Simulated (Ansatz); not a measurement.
# FeO (I4/mmm) in Ansatz: notebook

The runs below take FeO through single point, with PBEsol.

Program: Ansatz 0.2.0. These are calculated values, not measurements. Logs are shortened: lines on timing, memory, paths and dates and some standing lists are left out, and cuts for length are marked.

### Step 1. The crystal as given

It takes space group I4/mmm (No. 139, tetragonal). The conventional cell has a = 3.204 Å, b = 3.204 Å, c = 4.167 Å, α = 90.00°, β = 90.00°, γ = 90.00°. Fe (site symmetry 4/mmm) has 6 O at 2.08 to 2.27 Å as nearest neighbours. O (site symmetry 4/mmm) is surrounded by 6 Fe at 2.08 to 2.27 Å.

The cell comes from a database or a generator and needn't be the stable form of this composition.

### Step 2. Single point, PBEsol, collinear spin, program default start

File input.yaml:

```yaml
crystal:
  lattice:
    - [-1.602103413, 1.602103413, 2.08339225]
    - [1.602103413, -1.602103413, 2.08339225]
    - [1.602103413, 1.602103413, -2.08339225]
  atoms:
    - { symbol: Fe, position: [0.0, 0.0, 0.0] }
    - { symbol: O, position: [0.5, 0.5, 0.0] }
hamiltonian:
  xc: pbesol
  pseudopotentials: { kind: paw }
magnetization:
  spin_polarized: true
  initial_magnetization: 0.0
  spin_locking: { lock_magnetization: hard }
kpoints:
  mp_grid: { grid: [10, 10, 10] }
scf:
  occupations: { method: fermi_dirac, width: 0.05 }
  lower_state_search: "off"
output:
  forces: true
  stress: true
  eigenvalues: true
```

Potentials or basis: Ansatz PAW.

On the command line:

```
> ansatz run input.yaml --threads 2 --pin off --max-ram 5632MiB --backend cpu --events-out ev --progress --plain --runs-dir out
```

Output:

```text
Warning: output.stress: scf.convergence.dr2_threshold = 1e-7 eV (the SCF's general default) is looser than the 2e-10 eV advised for a printed stress (1e-10 eV for each atom of the cell: 2). What an SCF threshold leaves in a stress goes as its square root, and in the free energy as the threshold itself, and one threshold admits the most on a small cell: of the crystals measured, under no hybrid functional and no lock of the moments, on runs that ended without the residual-converged pass, on stresses that held no estimate of that error, the worst erred by over 100 MPa in a component at 1e-7 eV an atom and by under 5 at 1e-10. Set scf.convergence.dr2_threshold to 2e-10 eV or tighter. The threshold is an SCF's pass mark: one that does not reach it within its budget of iterations ends unconverged, or closes short of it on a stop that the run arms, and scf.convergence.dr2_threshold's page says what that costs each kind of run
Warning: RAYON_NUM_THREADS=2 ignored (pool sized by the plan → 2); use --threads N
Engine: ansatz 0.2.0, aarch64-unknown-linux-gnu
Pseudopotentials: kind: paw
Pseudopotential: Fe, paw, valence charge 16, recommended cutoff 420 eV (normal), Fe.paw.azcp
Pseudopotential: O, paw, valence charge 6, recommended cutoff 420 eV (normal), O.paw.azcp
Functional definition: PBEsol
  exchange = pbesol_x
  correlation = pbesol_c
Crystal: 2 atoms, lattice volume = 21.390 Å³
Basis set: ecut = 420 eV, 411 PW (Γ), exchange–correlation on 48×48×48 points (8 copies of the dense FFT grid, shifted against one another)
Bands: 15, of which v1, the nominal top of the filled ones, is band 11 counted from 1 (10 counted from 0)
Symmetry: 16 space group operations
Space group: I4/mmm (ITA 139), of the structure as read, at distance tolerance 2.8e-5 Å
k-points: 102 of 1000
Non-local potential: Fe, projectors of the file, l = 0: 3, l = 1: 2, l = 2: 3, l = 3: 1
Non-local potential: O, projectors of the file, l = 0: 2, l = 1: 2, l = 2: 1
PAW form: soft (Blöchl's): semilocal exchange-correlation on the pseudo side does not see the compensation charge
PAW frozen core: Fe, regenerated for the run's functional, and the local potential with it (the file was generated under x = pbe(κ = 0.804, μ = 0.2195149727645171), c = pbe(β = 0.06672455060314922))
PAW frozen core: O, regenerated for the run's functional, and the local potential with it (the file was generated under x = pbe(κ = 0.804, μ = 0.2195149727645171), c = pbe(β = 0.06672455060314922))
PAW one-centre angular grid: Fe, 590 points (default); XC on 64 Gauss nodes
PAW one-centre angular grid: O, 110 points (default); XC on 64 Gauss nodes
Initial density: superposition of atomic densities (chi_scale 0.1, normalization cell, long waves kept (reshape's long-wave potential 0.00 eV rms))
Initial wavefunctions: pseudopotential atomic-orbital guess
Functional: x = pbesol(κ = 0.804, μ = 0.12345679012345678), c = pbesol(β = 0.046)
SCF iter   1: F=—  HF=-5011.725644 eV  |F-HF|=—  |Δ(HF+E_count)|=         —  Δρ=2.55e-1 (↑2.55e-1 ↓2.55e-1)  dr2=5.44e1  dr2_m=0.00e0  M=0.000 μB ∫|m|=0.000 μB  β_m=0.30  ethr=3.10e-3  ⟨swp⟩=3.6  Hψ=6657  notcnv=0
preconditioner: auto → none  [metal: Δε(μ)=0.004 eV  Ē_g=9.537 eV  σ=0.050 eV  W_gap=0.02  n_scr=8 (ndim 8)  ℏωp=30.0 eV  f_vac=0.000  D(μ)=3.39/eV (n_scr^D=58)  sad-step TF]
SCF iter   2: F=—  HF=-5008.119380 eV  |F-HF|=—  |Δ(HF+E_count)|=    3.61e0  Δρ=1.11e-1 (↑1.11e-1 ↓1.11e-1)  dr2=5.98e0  dr2_m=0.00e0  M=0.000 μB ∫|m|=0.000 μB  β_m=0.26  ethr=3.10e-3  ⟨swp⟩=3.2  Hψ=4354  notcnv=0
SCF iter   3: F=—  HF=-5007.191728 eV  |F-HF|=—  |Δ(HF+E_count)|=   9.28e-1  Δρ=5.43e-2 (↑5.43e-2 ↓5.43e-2)  dr2=1.04e0  dr2_m=0.00e0  M=0.000 μB ∫|m|=0.000 μB  β_m=0.47  ethr=3.10e-3  ⟨swp⟩=3.2  Hψ=3776  notcnv=0
SCF iter   4: F=—  HF=-5007.160541 eV  |F-HF|=—  |Δ(HF+E_count)|=   3.12e-2  Δρ=2.54e-2 (↑2.54e-2 ↓2.54e-2)  dr2=4.41e-1  dr2_m=0.00e0  M=0.000 μB ∫|m|=0.000 μB  β_m=0.45  ethr=3.10e-3  ⟨swp⟩=3.2  Hψ=3827  notcnv=0
SCF iter   5: F=—  HF=-5007.111146 eV  |F-HF|=—  |Δ(HF+E_count)|=   4.94e-2  Δρ=1.37e-2 (↑1.37e-2 ↓1.37e-2)  dr2=8.26e-2  dr2_m=0.00e0  M=0.000 μB ∫|m|=0.000 μB  β_m=0.38  ethr=2.01e-3  ⟨swp⟩=2.0  Hψ=2477  notcnv=0
SCF iter   6: F=—  HF=-5007.096295 eV  |F-HF|=—  |Δ(HF+E_count)|=   1.49e-2  Δρ=2.12e-3 (↑2.12e-3 ↓2.12e-3)  dr2=1.29e-3  dr2_m=0.00e0  M=0.000 μB ∫|m|=0.000 μB  β_m=0.40  ethr=3.75e-4  ⟨swp⟩=2.1  Hψ=2240  notcnv=0
SCF iter   7: F=—  HF=-5007.096916 eV  |F-HF|=—  |Δ(HF+E_count)|=   6.21e-4  Δρ=1.86e-3 (↑1.86e-3 ↓1.86e-3)  dr2=1.81e-3  dr2_m=0.00e0  M=0.000 μB ∫|m|=0.000 μB  β_m=0.45  ethr=5.88e-6  ⟨swp⟩=2.5  Hψ=2894  notcnv=0
SCF iter   8: F=—  HF=-5007.097014 eV  |F-HF|=—  |Δ(HF+E_count)|=   9.80e-5  Δρ=9.52e-4 (↑9.52e-4 ↓9.52e-4)  dr2=6.79e-4  dr2_m=0.00e0  M=0.000 μB ∫|m|=0.000 μB  β_m=0.62  ethr=5.88e-6  ⟨swp⟩=1.5  Hψ=1591  notcnv=0
SCF iter   9: F=—  HF=-5007.096936 eV  |F-HF|=—  |Δ(HF+E_count)|=   7.75e-5  Δρ=4.71e-4 (↑4.71e-4 ↓4.71e-4)  dr2=1.73e-4  dr2_m=0.00e0  M=0.000 μB ∫|m|=0.000 μB  β_m=0.81  ethr=3.09e-6  ⟨swp⟩=1.0  Hψ=1530  notcnv=0
SCF iter  10: F=—  HF=-5007.096911 eV  |F-HF|=—  |Δ(HF+E_count)|=   2.51e-5  Δρ=3.38e-5 (↑3.38e-5 ↓3.38e-5)  dr2=6.24e-7  dr2_m=0.00e0  M=0.000 μB ∫|m|=0.000 μB  β_m=0.91  ethr=7.86e-7  ⟨swp⟩=1.5  Hψ=1603  notcnv=0
SCF iter  11: F=—  HF=-5007.096912 eV  |F-HF|=—  |Δ(HF+E_count)|=   1.08e-6  Δρ=3.42e-6 (↑3.42e-6 ↓3.42e-6)  dr2=6.53e-9  dr2_m=0.00e0  M=0.000 μB ∫|m|=0.000 μB  β_m=0.91  ethr=4.55e-10  ⟨swp⟩=5.0  Hψ=7194  notcnv=0
SCF iter  12: F=-5007.096912 eV  HF=-5007.096912 eV  |F-HF|=2.00e-11  |Δ(HF+E_count)|=   1.93e-9  Δρ=3.35e-7 (↑3.35e-7 ↓3.35e-7)  dr2=2.50e-11  dr2_m=0.00e0  M=0.000 μB ∫|m|=0.000 μB  ethr=2.97e-11  ⟨swp⟩=2.0  Hψ=4521  notcnv=0
SCF 1 converged in 12 iterations: F = -5007.096912 eV  dr2 = 2.50e-11
SCF converged after 12 iterations
Stability checked in part: among states of this total moment the steps that led to this state did not find it unstable. No probe was made; neither looks for a lower state of another moment (fixed_total_moment; see scf.lower_state_search)
Magnetization: 0.0000 μB (11.0000 up, 11.0000 down)
Absolute magnetization: 0.0000 μB (∫|ρ↑−ρ↓|)
Spin contamination: 0.0000 ħ² per cell (⟨S²⟩ above its minimum at these occupations)
Per-site moments (μB) at R_I (Å): [(0.0, 0.8593993031250001), (0.0, 0.8593993031250001)]
Free energy (F): -5007.096912 eV
Harris-Foulkes:  -5007.096912 eV  (|F-HF|=2.00e-11)
Internal energy: -5007.021651 eV  (E = F + TS)
E sigma→0 (E₀):  -5007.059282 eV
Entropy (-TS):   -0.075261 eV (-37.631 meV/atom)
Fermi energy:    12.517431 (↑ 12.517431, ↓ 12.517431) eV
--- Per-component energies (eV) ---
  E_band       = -288.309418
  E_kinetic    = 514.977648
  E_local      = -2693.691232  (includes V_loc(G=0)·N_el)
  E_nonlocal   = 276.004469
  E_hartree    = 1094.264126
  E_xc         = -185.110503
  E_vxc        = -238.513363  (∫ρ·V_xc dr)
  E_paw        = -1488.631339  (= ΣΔE_a)
  E_vpaw       = -335.618141  (= ΣTr[D̂ρ^β])
  E_aug_tail   = 0.002872  (compensation charges beyond the density's cutoff)
  E_ewald      = -2525.052183
  E_core_change = 0.214490  (= ΣΔE_core)
  E_smearing   = -0.075261  (= −TS)
  E_closure    = -0.000000  (closes the sum)
  Σ components = -5007.096912   (vs F -5007.096912, Δ=0.00e0)
--- Forces (eV/Å), atoms counted from 1 ---
  atom   1  Fe     0.00000000    -0.00000000     0.00000000
  atom   2  O      0.00000000     0.00000000     0.00000000
  max |Σ_I F_I| component: 1.97e-31 eV/Å
--- Stress (GPa, compression-positive) ---
      -35.575202      -0.000000       0.000000
       -0.000000     -35.575202      -0.000000
       -0.000000      -0.000000     -40.154740
  P = ⅓ Tr σ = -37.1017 GPa (-371.017 kbar)
--- Band table (eV; the first three rows and the last of 204) ---
  k-point 0 ↑: bands = ["-73.9732", "-40.3413", "-40.1011", "-40.1011", "-7.4430", "8.8655", "9.1375", "9.1375", "11.2236", "11.2236", "11.4774", "11.6802", "11.6811", "13.3354", "28.2143"]
  k-point 1 ↑: bands = ["-73.9727", "-40.3432", "-40.1051", "-40.1021", "-7.3444", "8.1810", "8.6852", "8.9935", "11.1285", "11.4648", "11.6189", "11.8713", "12.2258", "13.9786", "27.0870"]
  k-point 2 ↑: bands = ["-73.9714", "-40.3480", "-40.1157", "-40.1046", "-7.0932", "6.9305", "8.3489", "8.7209", "10.8850", "11.7400", "11.9358", "12.2323", "12.6077", "15.6955", "25.8954"]
  k-point 101 ↓: bands = ["-73.9663", "-40.3850", "-40.1236", "-40.1236", "-6.3793", "6.0618", "7.8968", "7.8968", "10.3708", "12.2709", "12.4385", "12.5088", "12.5088", "18.7075", "21.9528"]
```

It took 2.1 s on 2 threads of Arm Neoverse V1, shared host; peak memory 0.31 GiB.

Results:

- Free energy: -5007.0969 eV
- Pressure: -37.1 GPa
- Net moment: 0.00 μB per cell
- Absolute moment: 0.00 μB per cell

Stress tensor (GPa, compression positive):
```
-35.58   0.00   0.00
  0.00 -35.58   0.00
  0.00   0.00 -40.15
```

Caveat: a pressure of tens of GPa on the cell as given is suspect, and the run, the potentials or the cell itself is likely at fault; the pressure holds a Pulay correction of +0.7 GPa for the finite cutoff; the total moment is fixed, so each spin has its own Fermi level; the PAW data sets come from PBE, with cores solved anew for the run's functional, which leaves a small shift of forces and pressure; the thresholds are loose for stress.

### Step 3. Single point, PBEsol, collinear spin, ferromagnetic start

input.yaml, as its differences from that of step 2:

```diff
@@ -6,3 +6,3 @@
   atoms:
-    - { symbol: Fe, position: [0.0, 0.0, 0.0] }
+    - { symbol: Fe, position: [0.0, 0.0, 0.0], spin: 0.8 }
     - { symbol: O, position: [0.5, 0.5, 0.0] }
@@ -13,3 +13,3 @@
   spin_polarized: true
-  initial_magnetization: 0.0
+  initial_magnetization: 0.8
   spin_locking: { lock_magnetization: hard }
```

Potentials or basis: Ansatz PAW.

On the command line:

```
> ansatz run input.yaml --threads 2 --pin off --max-ram 5632MiB --backend cpu --events-out ev --progress --plain --runs-dir out
```

It took 6 s on 2 threads of Arm Neoverse V1, shared host; peak memory 0.32 GiB.

Results (log left out):

```
Free energy     : -5007.2671 eV
Pressure        : -33.9 GPa
Net moment      : 0.80 μB per cell
Absolute moment : 1.04 μB per cell
Site moments    : Fe +0.74; O +0.02 μB
```

Stress tensor (GPa, compression positive):
```
-32.31   0.00   0.00
  0.00 -32.31   0.00
  0.00   0.00 -37.11
```

Caveat: a pressure of tens of GPa on the cell as given is suspect, and the run, the potentials or the cell itself is likely at fault; the pressure holds a Pulay correction of +0.7 GPa for the finite cutoff; the total moment is fixed, so each spin has its own Fermi level; a cell with one magnetic atom can't hold antiferromagnetic order, which such compounds often take; the PAW data sets come from PBE, with cores solved anew for the run's functional, which leaves a small shift of forces and pressure; the thresholds are loose for stress.

### Step 4. Single point, PBEsol, collinear spin, ferromagnetic start

input.yaml, as its differences from that of step 3:

```diff
@@ -6,3 +6,3 @@
   atoms:
-    - { symbol: Fe, position: [0.0, 0.0, 0.0], spin: 0.8 }
+    - { symbol: Fe, position: [0.0, 0.0, 0.0], spin: 1.5 }
     - { symbol: O, position: [0.5, 0.5, 0.0] }
@@ -13,3 +13,3 @@
   spin_polarized: true
-  initial_magnetization: 0.8
+  initial_magnetization: 1.5
   spin_locking: { lock_magnetization: hard }
@@ -24 +24,5 @@
   eigenvalues: true
+  write_density: true
+  write_potential: true
+  elf: true
+  volumetric_format: npy
```

On the command line:

```
> ansatz run input.yaml --threads 2 --pin off --max-ram 5632MiB --backend cpu --events-out ev --progress --plain --runs-dir out
```

It took 10 s on 2 threads of Arm Neoverse V1, shared host; peak memory 0.33 GiB.

The run converged. Its results:

- Free energy: -5007.4902 eV
- Pressure: -34.3 GPa
- Net moment: 1.50 μB per cell
- Absolute moment: 1.56 μB per cell
- Site moments: Fe +1.40; O -0.01 μB

Stress tensor (GPa, compression positive):
```
-33.01   0.00   0.00
  0.00 -33.01   0.00
  0.00   0.00 -37.02
```

Caveat: a pressure of tens of GPa on the cell as given is suspect, and the run, the potentials or the cell itself is likely at fault; the pressure holds a Pulay correction of +0.7 GPa for the finite cutoff; the total moment is fixed, so each spin has its own Fermi level; a cell with one magnetic atom can't hold antiferromagnetic order, which such compounds often take; the PAW data sets come from PBE, with cores solved anew for the run's functional, which leaves a small shift of forces and pressure; the thresholds are loose for stress.

### Step 5. Overview

```csv
spin,fixed moment (μB),pressure (GPa),moment (μB)
"collinear, program default start",0.0,-37.1,0.00
"collinear, ferromagnetic start",0.8,-33.9,0.80
"collinear, ferromagnetic start",1.5,-34.3,1.50
```

Alike in all rows: task single point; level PBEsol; potentials or basis Ansatz PAW; cell as given; k mesh 10 × 10 × 10; cutoff (eV) 420; smearing fermi-dirac 0.05 eV.

Caveats: a pressure of tens of GPa on the cell as given is suspect, and the run, the potentials or the cell itself is likely at fault; the total moment is fixed, so each spin has its own Fermi level; the PAW data sets come from PBE, with cores solved anew for the run's functional, which leaves a small shift of forces and pressure; the thresholds are loose for stress; a cell with one magnetic atom can't hold antiferromagnetic order, which such compounds often take (some runs).

Total energies depend on the potentials used, so only differences within one code and one set of settings carry meaning.
